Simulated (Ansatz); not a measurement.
The system is Ir.

```
Ir
1.0
     2.75138    0.00000    0.00000
    -1.37569    2.38276    0.00000
     0.00000    0.00000    4.46229
Ir
2
Direct
  0.33333 0.66667 0.25000
  0.66667 0.33333 0.75000
```

This isn't the form of Ir at room conditions, which is fcc.

Base run:

```yaml
Program: Ansatz 0.2.0
Functional: PBEsol
Potentials_or_basis: Ansatz PAW
Cutoff: 420 eV
Density_cutoff: 1680 eV
k_mesh: 11 × 11 × 6
Occupations: fermi-dirac, width 0.05 eV
Spin: spin-orbit coupling, no magnetisation
```

Its results: band gap on the k mesh none (metal or under the smearing width); pressure -11.6 GPa.

Q: The run is repeated on the same cell with these changes: spin from spin-orbit coupling, no magnetisation to no spin polarisation; potential files from those of the base run to others of the same set. What comes out?

A: Band gap on the k mesh none (metal or under the smearing width); pressure -12.4 GPa.

Caveats: the PAW data sets come from PBE, with cores solved anew for the run's functional, which leaves a small shift of forces and pressure.

Not every run made on this cell is shown here.
